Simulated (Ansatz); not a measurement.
The system is MgO.

```xyz
2
Lattice="2.9380 0.0000 0.0000 -1.4690 2.5444 0.0000 0.0000 0.0000 2.6797" Properties=species:S:1:pos:R:3 pbc="T T T"
Mg    0.0000    0.0000    0.0000
O     0.0000    1.6963    1.3398
```

Measurements of this composition are mostly on another form, of space group No. 225.

Base run:

```yaml
Program: Ansatz 0.2.0
Functional: PBE
Potentials_or_basis: all-electron LAPW, scalar-relativistic
Cutoff: 295 eV (chosen from the basis error)
Basis_error_allowed: 0.001 eV/atom
k_mesh: 10 × 10 × 10
Occupations: gaussian, width 0.1 eV
Spin: no spin polarisation
```

Its results: band gap on the k mesh 3.02 eV, indirect (least direct gap 3.41 eV); pressure 0.0 GPa.

The run is repeated on the same cell with these changes: functional from PBE to LDA; occupations from gaussian, width 0.1 eV to gaussian, width 0.05 eV. What comes out?

Band gap on the k mesh 2.96 eV, indirect (least direct gap 3.35 eV); pressure -9.2 GPa.

A k mesh can miss the band edges.
